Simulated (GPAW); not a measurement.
Runs of GPAW 26.7.0 on CdO (Monteponite). Symmetry: Fm-3m, No. 225, cubic system. The conventional cell has a = 4.699 Å, b = 4.699 Å, c = 4.699 Å, α = 90.00°, β = 90.00°, γ = 90.00°. Cd (site symmetry m-3m) has 6 O at 2.35 Å as nearest neighbours. O (site symmetry m-3m) is surrounded by 6 Cd at 2.35 Å. 

```csv
task,level,potentials or basis,spin,k mesh,cutoff (eV),maxiter,eigensolver,band path,band points,spin axis theta (degrees),mesh quality,gap on the mesh (eV),pressure (GPa),V0 of scaled cells (Å³/atom),B0 (GPa)
equation of state,RPBE+D4,"the program's PAW data sets (release 1.2.1) made for this functional, pw",off,8 × 8 × 8,800,150,-,-,-,-,not flagged,-,-,13.25,(b)
band structure,TPSS,"GPAW PAW data sets (gpaw-data 1.2.1), pw","SOC, no magnetisation",8 × 8 × 8,800,150,davidson,"GXWKGLUWLK,UX",80,54.7,not flagged,-,(a),-,-
single point,PBEsol,"PAW data sets generated in the run's folder for this functional, pw",off,10 × 10 × 10,800,150,-,-,-,-,not flagged,none,(c),-,-
equation of state,SOGGA,"PAW data sets generated in the run's folder for this functional, pw",off,8 × 8 × 8,800,150,-,-,-,-,not flagged,-,-,12.84,148
single point,PBE0,"GPAW PAW data sets (gpaw-data 1.2.1), pw",off,5 × 5 × 5,600,60,-,-,-,-,coarse,1.70,-,-,-
```

Alike in all rows: cell as given; smearing fermi-dirac 0.05 eV.

Q: Estimate the missing entries.

A: (a) 1.4; (b) 131; (c) -1.3.

Caveats: some runs use coarse meshes; the PAW data sets were made with another functional, which shifts forces and pressure a little (some runs); this crystal is a semiconductor, whose small gap the functional closes, so the metal is an error of the method (some runs); spin-orbit coupling was added after a scalar SCF, so levels and gaps hold it while energy, forces, pressure and moments don't (some runs); this program's spin-orbit splittings come out too wide for heavy elements (some runs); an odd mesh through Γ misses points on the zone boundary, where band edges often lie (some runs).

A k mesh can miss the band edges, and rows without SOC leave out spin-orbit coupling on Cd.

A gap of «none» marks a metal or a gap under the smearing width.

Runs at the PBE level aren't shown here.
